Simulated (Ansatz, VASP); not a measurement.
**Ge: VASP beside Ansatz**

INCAR

```
SYSTEM = Ge
PREC     = Accurate       ! precision mode
ENCUT    = 520            ! plane-wave cutoff, eV
EDIFF    = 1E-7           ! SCF threshold, eV
ISMEAR   = -1             ! smearing method
SIGMA    = 0.1            ! smearing width, eV
LREAL    = .False.        ! projectors in reciprocal space
LASPH    = .True.         ! aspherical terms in the spheres
NELM     = 60             ! most SCF steps
ALGO     = Fast           ! electronic algorithm
ISIF     = 2              ! what is computed and relaxed
LWAVE    = .False.        ! write WAVECAR
LCHARG   = .False.        ! write CHGCAR
GGA      = RE             ! functional
NBANDS   = 28             ! bands
```

Contents of KPOINTS:

```
regular mesh
0
Gamma
  8 8 13
  0 0 0
```

POSCAR

```
Ge
1.0
    5.0011751681      0.0000000000      0.0000000000
   -2.5005875841      4.3311447444      0.0000000000
    0.0000000000      0.0000000000      2.8416092099
Ge
3
Direct
    0.0000000000      1.0000000000      0.0000000000
    0.3333333333      0.6666666667      0.5000000000
    0.6666666667      0.3333333333      0.5000000000
```

Input for Ansatz:

```yaml
crystal:
  lattice:
    - [5.0011751681, 0.0, 0.0]
    - [-2.5005875841, 4.3311447444, 0.0]
    - [0.0, 0.0, 2.8416092099]
  atoms:
    - { symbol: Ge, position: [0.0, 1.0, 0.0] }
    - { symbol: Ge, position: [0.3333333333, 0.6666666667, 0.5] }
    - { symbol: Ge, position: [0.6666666667, 0.3333333333, 0.5] }
hamiltonian:
  xc: revpbe
  pseudopotentials:
    kind: paw
    azcp:
      Ge: "pseudopotentials/Ge.paw.azcp"
basis:
  ecutwfc: 420
  fft_grid_basis: typed
kpoints:
  mp_grid: { grid: [8, 8, 13], shift: [0, 0, 0] }
magnetization:
  spin_polarized: false
scf:
  occupations: { method: fermi_dirac, width: 0.1 }
  lower_state_search: "off"
output:
  stress: true
```

Alike in both runs: task single point; functional revPBE; k mesh 8 × 8 × 13; occupations fermi-dirac, width 0.1 eV; no spin polarisation.

|  | VASP | Ansatz |
| --- | --- | --- |
| version | VASP 6.6.1 | Ansatz 0.2.0 |
| potentials or method | VASP PAW PBE potentials, release 64 (Ge_d) | plane waves (420 eV) with PAW, scalar-relativistic |
| plane-wave cutoff (eV) | 520 | 420 |
| valence electrons in the cell | 42 | 42 |

```csv
,VASP,Ansatz,Ansatz less VASP
pressure (GPa),-2.1,-2.1,+0.01
largest component of the traceless stress (GPa),0.62,0.62,-0.006
```

With one functional, cell and mesh, what is left measures potentials, basis and numerics.

Caveats: the PAW data sets were made with another functional, which shifts forces and pressure a little (VASP).
